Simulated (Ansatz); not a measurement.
**InAs (Fm-3m): the volume at zero pressure**

Aim: the volume at which the pressure of InAs (Fm-3m) vanishes.

Program: Ansatz 0.2.0. Level of theory: DFT PBEsol, scalar-relativistic, plane waves, PAW. These are calculated values, not measurements.

### Step 1. The starting structure

The structure is cubic, space group Fm-3m (No. 225). The conventional cell has a = 5.755 Å, b = 5.755 Å, c = 5.755 Å, α = 90.00°, β = 90.00°, γ = 90.00°. In (site symmetry m-3m) is surrounded by 6 As at 2.88 Å. As (site symmetry m-3m) has 6 In at 2.88 Å as nearest neighbours.

Structure file:

```xyz
2
Lattice="0.0000 2.8773 2.8773 2.8773 0.0000 2.8773 2.8773 2.8773 0.0000" Properties=species:S:1:pos:R:3 pbc="T T T"
In    2.8773    2.8773    2.8773
As    0.0000    0.0000    0.0000
```

### Step 2. First run, at the start cell

The input, input.yaml:

```yaml
crystal:
  lattice:
    - [0.0, 2.877304, 2.877304]
    - [2.877304, 0.0, 2.877304]
    - [2.877304, 2.877304, 0.0]
  atoms:
    - { symbol: In, position: [0.5, 0.5, 0.5] }
    - { symbol: As, position: [0.0, 0.0, 0.0] }
basis:
  ecutwfc: 420
  ecutrho_ratio: 4
kpoints:
  mp_grid: { grid: [14, 14, 14] }
hamiltonian:
  xc: pbesol
scf:
  occupations: { method: gaussian, width: 0.05 }
output:
  forces: true
  stress: true
  eigenvalues: true
```

Launch:

```console
ansatz run input.yaml --threads 1 --pin off --max-ram 2560MiB --backend cpu --events-out ev --progress --plain --runs-dir out
```

What it wrote:

```text
Warning: RAYON_NUM_THREADS=1 ignored (pool sized by the plan → 1); use --threads N
Engine: ansatz 0.2.0, x86_64-unknown-linux-gnu
Pseudopotentials: kind: paw
Pseudopotential: In, paw, valence charge 13, recommended cutoff 420 eV (normal), In.paw.azcp
Pseudopotential: As, paw, valence charge 15, recommended cutoff 420 eV (normal), As.paw.azcp
Functional definition: PBEsol
  exchange = pbesol_x
  correlation = pbesol_c
Crystal: 2 atoms, lattice volume = 47.642 Å³
Basis set: ecut = 420 eV, 941 PW (Γ), exchange–correlation on 60×60×60 points (8 copies of the dense FFT grid, shifted against one another)
Bands: 18, of which v1, the nominal top of the filled ones, is band 14 counted from 1 (13 counted from 0)
Symmetry: 48 space group operations
Space group: Fm-3m (ITA 225), of the structure as read, at distance tolerance 3.6e-5 Å
k-points: 104 of 2744
Non-local potential: In, projectors of the file, l = 0: 2, l = 1: 2, l = 2: 2, l = 3: 2
Non-local potential: As, projectors of the file, l = 0: 2, l = 1: 2, l = 2: 3, l = 3: 1
PAW form: soft (Blöchl's): semilocal exchange-correlation on the pseudo side does not see the compensation charge
PAW frozen core: In, regenerated for the run's functional, and the local potential with it (the file was generated under x = pbe(κ = 0.804, μ = 0.2195149727645171), c = pbe(β = 0.06672455060314922))
PAW frozen core: As, regenerated for the run's functional, and the local potential with it (the file was generated under x = pbe(κ = 0.804, μ = 0.2195149727645171), c = pbe(β = 0.06672455060314922))
PAW one-centre angular grid: In, 590 points (default); XC on 64 Gauss nodes
PAW one-centre angular grid: As, 590 points (default); XC on 64 Gauss nodes
Initial density: superposition of atomic densities (neutral atoms: chi_scale 0, normalization atom), corrected by the library's trained network
Initial wavefunctions: pseudopotential atomic-orbital guess
Functional: x = pbesol(κ = 0.804, μ = 0.12345679012345678), c = pbesol(β = 0.046)
SCF iter   1: F=—  HF=-10338.531852 eV  |F-HF|=—  |Δ(HF+E_count)|=         —  Δρ=4.44e-3  dr2=1.42e-2  ethr=1.77e-3  ⟨swp⟩=6.0  Hψ=9007  notcnv=0
preconditioner: auto → Kerker (q_TF=auto, 2.497 Å⁻¹)  [metal: Δε(μ)=0.017 eV  Ē_g=14.559 eV  σ=0.050 eV  W_gap=0.18  n_scr=14 (ndim 8)  ℏωp=22.8 eV  f_vac=0.001  D(μ)=1.37/eV (n_scr^D=14)]
SCF iter   2: F=—  HF=-10338.527107 eV  |F-HF|=—  |Δ(HF+E_count)|=   4.75e-3  Δρ=2.71e-3  dr2=5.39e-3  ethr=5.07e-5  ⟨swp⟩=1.1  Hψ=2740  notcnv=0
SCF iter   3: F=—  HF=-10338.525597 eV  |F-HF|=—  |Δ(HF+E_count)|=   1.51e-3  Δρ=7.83e-4  dr2=3.93e-4  ethr=1.93e-5  ⟨swp⟩=3.0  Hψ=3334  notcnv=0
SCF iter   4: F=—  HF=-10338.525474 eV  |F-HF|=—  |Δ(HF+E_count)|=   1.23e-4  Δρ=3.96e-4  dr2=5.26e-5  ethr=1.40e-6  ⟨swp⟩=2.0  Hψ=3322  notcnv=0
SCF iter   5: F=—  HF=-10338.525485 eV  |F-HF|=—  |Δ(HF+E_count)|=   1.07e-5  Δρ=1.36e-4  dr2=9.86e-6  ethr=1.88e-7  ⟨swp⟩=2.9  Hψ=3909  notcnv=0
SCF iter   6: F=—  HF=-10338.525485 eV  |F-HF|=—  |Δ(HF+E_count)|=   2.51e-7  Δρ=1.00e-4  dr2=3.15e-6  ethr=3.52e-8  ⟨swp⟩=2.0  Hψ=3322  notcnv=0
SCF iter   7: F=—  HF=-10338.525483 eV  |F-HF|=—  |Δ(HF+E_count)|=   1.41e-6  Δρ=2.63e-5  dr2=3.00e-7  ethr=1.13e-8  ⟨swp⟩=2.9  Hψ=3694  notcnv=0
SCF iter   8: F=-10338.525483 eV  HF=-10338.525483 eV  |F-HF|=1.47e-9  |Δ(HF+E_count)|=   8.63e-8  Δρ=3.26e-6  dr2=5.60e-9  ethr=3.57e-10  ⟨swp⟩=5.4  Hψ=7366  notcnv=0
SCF 1 converged in 8 iterations: F = -10338.525483 eV  dr2 = 5.60e-9
SCF converged after 8 iterations
Free energy (F): -10338.525483 eV
Harris-Foulkes:  -10338.525483 eV  (|F-HF|=1.47e-9)
Internal energy: -10338.523748 eV  (E = F + TS)
E sigma→0 (E₀):  -10338.524615 eV
Entropy (-TS):   -0.001736 eV (-0.868 meV/atom)
Fermi energy:    9.632692 eV
--- Per-component energies (eV) ---
  E_band       = -261.198902
  E_kinetic    = 344.851878
  E_local      = -2792.244572  (includes V_loc(G=0)·N_el)
  E_nonlocal   = -300.126357
  E_hartree    = 1367.846907
  E_xc         = -291.694418
  E_vxc        = -178.494824  (∫ρ·V_xc dr)
  E_paw        = -5876.525401  (= ΣΔE_a)
  E_vpaw       = -70.878613  (= ΣTr[D̂ρ^β])
  E_aug_tail   = 0.000033  (compensation charges beyond the density's cutoff)
  E_ewald      = -2791.834149
  E_core_change = 1.202331  (= ΣΔE_core)
  E_smearing   = -0.001736  (= −TS)
  E_closure    = -0.000000  (closes the sum)
  Σ components = -10338.525483   (vs F -10338.525483, Δ=0.00e0)
--- Forces (eV/Å), atoms counted from 1 ---
  atom   1  In     0.00000000    -0.00000000     0.00000000
  atom   2  As    -0.00000000     0.00000000     0.00000000
  max |Σ_I F_I| component: 5.85e-29 eV/Å
--- Stress (GPa, compression-positive) ---
       -3.439018       0.000000      -0.000000
       -0.000000      -3.439018       0.000000
       -0.000000       0.000000      -3.439018
  P = ⅓ Tr σ = -3.4390 GPa (-34.390 kbar)
--- Band table (eV; the first three rows and the last of 104) ---
  k-point 0: bands = ["-25.4834", "-25.4834", "-25.4772", "-25.4772", "-25.4772", "-4.5838", "-4.5838", "-4.5627", "-4.5627", "-4.5627", "-2.4483", "8.9395", "9.4734", "9.4734", "9.4734", "16.8259", "16.8259", "16.8259"]
  k-point 1: bands = ["-25.4834", "-25.4834", "-25.4772", "-25.4772", "-25.4772", "-4.5857", "-4.5857", "-4.5628", "-4.5606", "-4.5606", "-2.3929", "8.0858", "9.4820", "9.4820", "10.2407", "16.1639", "16.4920", "16.4920"]
  k-point 2: bands = ["-25.4833", "-25.4833", "-25.4772", "-25.4771", "-25.4771", "-4.5922", "-4.5922", "-4.5631", "-4.5536", "-4.5536", "-2.2291", "6.9875", "9.5100", "9.5100", "11.0536", "15.4137", "15.6696", "15.6696"]
  k-point 103: bands = ["-25.4836", "-25.4828", "-25.4769", "-25.4765", "-25.4759", "-4.7847", "-4.5897", "-4.5580", "-4.5321", "-4.4831", "0.1134", "4.9361", "5.7025", "6.2213", "11.4480", "14.1275", "15.7956", "17.1026"]
```

Run time: 4.2 s. Hardware: 1 thread of Intel Xeon Platinum 8488C (Sapphire Rapids), shared host; peak memory 0.43 GiB.

This gives: volume 23.821 Å³/atom, pressure -3.44 GPa, no gap.

### Step 3. Next volume, run 2

Changes to input.yaml since step 2:

```diff
@@ -2,5 +2,5 @@
   lattice:
-    - [0.0, 2.877304, 2.877304]
-    - [2.877304, 0.0, 2.877304]
-    - [2.877304, 2.877304, 0.0]
+    - [0.0, 2.8551446657, 2.8551446657]
+    - [2.8551446657, 0.0, 2.8551446657]
+    - [2.8551446657, 2.8551446657, 0.0]
   atoms:
```

Launch:

```console
ansatz run input.yaml --threads 1 --pin off --max-ram 2560MiB --backend cpu --events-out ev --progress --plain --runs-dir out
```

What it wrote:

```text
Warning: RAYON_NUM_THREADS=1 ignored (pool sized by the plan → 1); use --threads N
[... 7 set-up lines as earlier in the session ...]
Crystal: 2 atoms, lattice volume = 46.549 Å³
Basis set: ecut = 420 eV, 941 PW (Γ), exchange–correlation on 54×54×54 points (8 copies of the dense FFT grid, shifted against one another)
Bands: 18, of which v1, the nominal top of the filled ones, is band 14 counted from 1 (13 counted from 0)
[... 2 set-up lines as earlier in the session ...]
k-points: 104 of 2744
[... 10 set-up lines as earlier in the session ...]
SCF iter   1: F=—  HF=-10338.550811 eV  |F-HF|=—  |Δ(HF+E_count)|=         —  Δρ=4.56e-3  dr2=1.43e-2  ethr=1.77e-3  ⟨swp⟩=5.9  Hψ=9061  notcnv=0
preconditioner: auto → Kerker (q_TF=auto, 2.507 Å⁻¹)  [metal: Δε(μ)=0.010 eV  Ē_g=14.670 eV  σ=0.050 eV  W_gap=0.11  n_scr=14 (ndim 8)  ℏωp=23.1 eV  f_vac=0.000  D(μ)=1.34/eV (n_scr^D=14)]
SCF iter   2: F=—  HF=-10338.546063 eV  |F-HF|=—  |Δ(HF+E_count)|=   4.75e-3  Δρ=2.79e-3  dr2=5.41e-3  ethr=5.12e-5  ⟨swp⟩=1.2  Hψ=2756  notcnv=0  defer=2
SCF iter   3: F=—  HF=-10338.544559 eV  |F-HF|=—  |Δ(HF+E_count)|=   1.50e-3  Δρ=8.07e-4  dr2=4.26e-4  ethr=1.93e-5  ⟨swp⟩=3.0  Hψ=3339  notcnv=0  defer=2
SCF iter   4: F=—  HF=-10338.544419 eV  |F-HF|=—  |Δ(HF+E_count)|=   1.40e-4  Δρ=4.09e-4  dr2=5.50e-5  ethr=1.52e-6  ⟨swp⟩=2.0  Hψ=3322  notcnv=0  defer=2
SCF iter   5: F=—  HF=-10338.544429 eV  |F-HF|=—  |Δ(HF+E_count)|=   1.04e-5  Δρ=1.42e-4  dr2=9.91e-6  ethr=1.96e-7  ⟨swp⟩=2.6  Hψ=3438  notcnv=0  defer=2
SCF iter   6: F=—  HF=-10338.544429 eV  |F-HF|=—  |Δ(HF+E_count)|=   2.55e-8  Δρ=1.03e-4  dr2=3.13e-6  ethr=3.54e-8  ⟨swp⟩=2.0  Hψ=3322  notcnv=0  defer=2
SCF iter   7: F=—  HF=-10338.544428 eV  |F-HF|=—  |Δ(HF+E_count)|=   1.36e-6  Δρ=2.86e-5  dr2=3.15e-7  ethr=1.12e-8  ⟨swp⟩=3.0  Hψ=3801  notcnv=0  defer=2
SCF iter   8: F=-10338.544428 eV  HF=-10338.544428 eV  |F-HF|=1.80e-9  |Δ(HF+E_count)|=   9.36e-8  Δρ=3.56e-6  dr2=5.90e-9  ethr=3.57e-10  ⟨swp⟩=5.5  Hψ=7430  notcnv=0
SCF 1 converged in 8 iterations: F = -10338.544428 eV  dr2 = 5.90e-9
SCF converged after 8 iterations
Free energy (F): -10338.544428 eV
Harris-Foulkes:  -10338.544428 eV  (|F-HF|=1.80e-9)
Internal energy: -10338.542726 eV  (E = F + TS)
E sigma→0 (E₀):  -10338.543577 eV
Entropy (-TS):   -0.001702 eV (-0.851 meV/atom)
Fermi energy:    9.976137 eV
--- Per-component energies (eV) ---
  E_band       = -252.349136
  E_kinetic    = 345.542747
  E_local      = -2758.271197  (includes V_loc(G=0)·N_el)
  E_nonlocal   = -300.080067
  E_hartree    = 1355.188098
  E_xc         = -292.038241
  E_vxc        = -178.953965  (∫ρ·V_xc dr)
  E_paw        = -5876.584313  (= ΣΔE_a)
  E_vpaw       = -70.962294  (= ΣTr[D̂ρ^β])
  E_aug_tail   = 0.000034  (compensation charges beyond the density's cutoff)
  E_ewald      = -2813.502118
  E_core_change = 1.202331  (= ΣΔE_core)
  E_smearing   = -0.001702  (= −TS)
  E_closure    = 0.000000  (closes the sum)
  Σ components = -10338.544428   (vs F -10338.544428, Δ=0.00e0)
--- Forces (eV/Å), atoms counted from 1 ---
  atom   1  In     0.00000000    -0.00000000     0.00000000
  atom   2  As    -0.00000000     0.00000000    -0.00000000
  max |Σ_I F_I| component: 7.29e-29 eV/Å
--- Stress (GPa, compression-positive) ---
       -2.085967       0.000000       0.000000
        0.000000      -2.085967       0.000000
        0.000000      -0.000000      -2.085967
  P = ⅓ Tr σ = -2.0860 GPa (-20.860 kbar)
--- Band table (eV; the first three rows and the last of 104) ---
  k-point 0: bands = ["-25.1466", "-25.1466", "-25.1398", "-25.1398", "-25.1398", "-4.2626", "-4.2626", "-4.2403", "-4.2403", "-4.2403", "-2.2594", "9.4473", "9.8070", "9.8070", "9.8070", "17.1969", "17.1969", "17.1969"]
  k-point 1: bands = ["-25.1465", "-25.1465", "-25.1398", "-25.1398", "-25.1398", "-4.2647", "-4.2647", "-4.2404", "-4.2380", "-4.2380", "-2.2023", "8.4935", "9.8161", "9.8161", "10.6703", "16.5524", "16.9135", "16.9135"]
  k-point 2: bands = ["-25.1465", "-25.1465", "-25.1397", "-25.1397", "-25.1397", "-4.2718", "-4.2718", "-4.2410", "-4.2304", "-4.2304", "-2.0331", "7.3533", "9.8456", "9.8456", "11.5081", "15.8146", "16.0871", "16.0871"]
  k-point 103: bands = ["-25.1468", "-25.1459", "-25.1395", "-25.1390", "-25.1383", "-4.4835", "-4.2696", "-4.2357", "-4.2076", "-4.1542", "0.4379", "5.2175", "5.9301", "6.4620", "11.8619", "14.5555", "16.1628", "17.5102"]
```

It took 4.6 s on 1 thread of Intel Xeon Platinum 8488C (Sapphire Rapids), shared host; peak memory 0.43 GiB.

This gives: volume 23.275 Å³/atom, pressure -2.09 GPa, metallic.

### Step 4. Volume adjusted, run 3

Changes to input.yaml since step 3:

```diff
@@ -2,5 +2,5 @@
   lattice:
-    - [0.0, 2.8551446657, 2.8551446657]
-    - [2.8551446657, 0.0, 2.8551446657]
-    - [2.8551446657, 2.8551446657, 0.0]
+    - [0.0, 2.8252305547, 2.8252305547]
+    - [2.8252305547, 0.0, 2.8252305547]
+    - [2.8252305547, 2.8252305547, 0.0]
   atoms:
```

Launch:

```console
ansatz run input.yaml --threads 1 --pin off --max-ram 2560MiB --backend cpu --events-out ev --progress --plain --runs-dir out
```

What it wrote:

```text
Warning: RAYON_NUM_THREADS=1 ignored (pool sized by the plan → 1); use --threads N
[... 7 set-up lines as earlier in the session ...]
Crystal: 2 atoms, lattice volume = 45.102 Å³
Basis set: ecut = 420 eV, 893 PW (Γ), exchange–correlation on 54×54×54 points (8 copies of the dense FFT grid, shifted against one another)
Bands: 18, of which v1, the nominal top of the filled ones, is band 14 counted from 1 (13 counted from 0)
[... 2 set-up lines as earlier in the session ...]
k-points: 104 of 2744
[... 10 set-up lines as earlier in the session ...]
SCF iter   1: F=—  HF=-10338.560234 eV  |F-HF|=—  |Δ(HF+E_count)|=         —  Δρ=4.72e-3  dr2=1.44e-2  ethr=1.77e-3  ⟨swp⟩=5.8  Hψ=9127  notcnv=0
preconditioner: auto → Kerker (q_TF=auto, 2.520 Å⁻¹)  [metal: Δε(μ)=0.013 eV  Ē_g=14.824 eV  σ=0.050 eV  W_gap=0.15  n_scr=14 (ndim 8)  ℏωp=23.5 eV  f_vac=0.000  D(μ)=1.29/eV (n_scr^D=14)]
SCF iter   2: F=—  HF=-10338.555605 eV  |F-HF|=—  |Δ(HF+E_count)|=   4.63e-3  Δρ=2.86e-3  dr2=5.29e-3  ethr=5.14e-5  ⟨swp⟩=1.5  Hψ=2824  notcnv=0  defer=2
SCF iter   3: F=—  HF=-10338.554153 eV  |F-HF|=—  |Δ(HF+E_count)|=   1.45e-3  Δρ=8.37e-4  dr2=4.79e-4  ethr=1.89e-5  ⟨swp⟩=2.9  Hψ=3347  notcnv=0  defer=2
SCF iter   4: F=—  HF=-10338.553994 eV  |F-HF|=—  |Δ(HF+E_count)|=   1.59e-4  Δρ=4.23e-4  dr2=5.89e-5  ethr=1.71e-6  ⟨swp⟩=2.0  Hψ=3321  notcnv=0  defer=2
SCF iter   5: F=—  HF=-10338.554002 eV  |F-HF|=—  |Δ(HF+E_count)|=   7.78e-6  Δρ=1.41e-4  dr2=8.90e-6  ethr=2.10e-7  ⟨swp⟩=2.1  Hψ=2704  notcnv=0  defer=2
SCF iter   6: F=—  HF=-10338.554002 eV  |F-HF|=—  |Δ(HF+E_count)|=   1.23e-7  Δρ=9.80e-5  dr2=2.59e-6  ethr=3.18e-8  ⟨swp⟩=2.0  Hψ=3321  notcnv=0  defer=2
SCF iter   7: F=—  HF=-10338.554001 eV  |F-HF|=—  |Δ(HF+E_count)|=   1.03e-6  Δρ=2.52e-5  dr2=2.33e-7  ethr=9.26e-9  ⟨swp⟩=2.0  Hψ=2386  notcnv=0  defer=2
SCF iter   8: F=-10338.554001 eV  HF=-10338.554001 eV  |F-HF|=1.51e-9  |Δ(HF+E_count)|=   5.14e-8  Δρ=3.07e-6  dr2=4.44e-9  ethr=3.57e-10  ⟨swp⟩=5.1  Hψ=7747  notcnv=0
SCF 1 converged in 8 iterations: F = -10338.554001 eV  dr2 = 4.44e-9
SCF converged after 8 iterations
Free energy (F): -10338.554001 eV
Harris-Foulkes:  -10338.554001 eV  (|F-HF|=1.51e-9)
Internal energy: -10338.552336 eV  (E = F + TS)
E sigma→0 (E₀):  -10338.553168 eV
Entropy (-TS):   -0.001665 eV (-0.832 meV/atom)
Fermi energy:    10.457762 eV
--- Per-component energies (eV) ---
  E_band       = -240.007310
  E_kinetic    = 346.530434
  E_local      = -2711.732478  (includes V_loc(G=0)·N_el)
  E_nonlocal   = -300.015477
  E_hartree    = 1337.936178
  E_xc         = -292.526842
  E_vxc        = -179.604635  (∫ρ·V_xc dr)
  E_paw        = -5876.654469  (= ΣΔE_a)
  E_vpaw       = -71.057439  (= ΣTr[D̂ρ^β])
  E_aug_tail   = 0.000033  (compensation charges beyond the density's cutoff)
  E_ewald      = -2843.292046
  E_core_change = 1.202331  (= ΣΔE_core)
  E_smearing   = -0.001665  (= −TS)
  E_closure    = 0.000000  (closes the sum)
  Σ components = -10338.554001   (vs F -10338.554001, Δ=0.00e0)
--- Forces (eV/Å), atoms counted from 1 ---
  atom   1  In     0.00000000    -0.00000000     0.00000000
  atom   2  As    -0.00000000    -0.00000000    -0.00000000
  max |Σ_I F_I| component: 5.20e-29 eV/Å
--- Stress (GPa, compression-positive) ---
        0.031093       0.000000       0.000000
        0.000000       0.031093       0.000000
       -0.000000       0.000000       0.031093
  P = ⅓ Tr σ = 0.0311 GPa (0.311 kbar)
--- Band table (eV; the first three rows and the last of 104) ---
  k-point 0: bands = ["-24.6767", "-24.6767", "-24.6691", "-24.6691", "-24.6691", "-3.8155", "-3.8155", "-3.7918", "-3.7918", "-3.7918", "-1.9973", "10.1617", "10.2741", "10.2741", "10.2741", "17.7161", "17.7161", "17.7161"]
  k-point 1: bands = ["-24.6767", "-24.6767", "-24.6690", "-24.6690", "-24.6690", "-3.8180", "-3.8180", "-3.7920", "-3.7892", "-3.7892", "-1.9377", "9.0536", "10.2838", "10.2838", "11.2856", "17.0879", "17.4934", "17.4934"]
  k-point 2: bands = ["-24.6766", "-24.6766", "-24.6690", "-24.6689", "-24.6689", "-3.8262", "-3.8262", "-3.7928", "-3.7808", "-3.7808", "-1.7611", "7.8608", "10.3155", "10.3155", "12.1513", "16.3697", "16.6688", "16.6688"]
  k-point 103: bands = ["-24.6769", "-24.6759", "-24.6687", "-24.6681", "-24.6672", "-4.0663", "-3.8243", "-3.7874", "-3.7559", "-3.6959", "0.8930", "5.6107", "6.2490", "6.7994", "12.4418", "15.1553", "16.6742", "18.0753"]
```

It took 3.7 s on 1 thread of Intel Xeon Platinum 8488C (Sapphire Rapids), shared host; peak memory 0.42 GiB.

This gives: volume 22.551 Å³/atom, pressure 0.03 GPa, metallic.

### Step 5. The runs together

| run | functional | volume (Å³/atom) | pressure (GPa) | energy from the first of its functional (meV/atom) | k mesh |
| --- | --- | --- | --- | --- | --- |
| 1 | PBEsol | 23.821 | -3.44 | 0.0 | 14×14×14 |
| 2 | PBEsol | 23.275 | -2.09 | -9.5 | 14×14×14 |
| 3 | PBEsol | 22.551 | 0.03 | -14.3 | 14×14×14 |

### Step 6. Summary of results

```
         quantity                                                                      value
           volume                                                             22.551 Å³/atom
         pressure                                                                   0.03 GPa
conventional cell  a = 5.650 Å, b = 5.650 Å, c = 5.650 Å, α = 90.00°, β = 90.00°, γ = 90.00°
  gap on the mesh                                                               none (metal)
```

**Reading.** The volume went from 23.82 to 22.55 Å³/atom (-5.3 %), where 0.03 GPa is left.
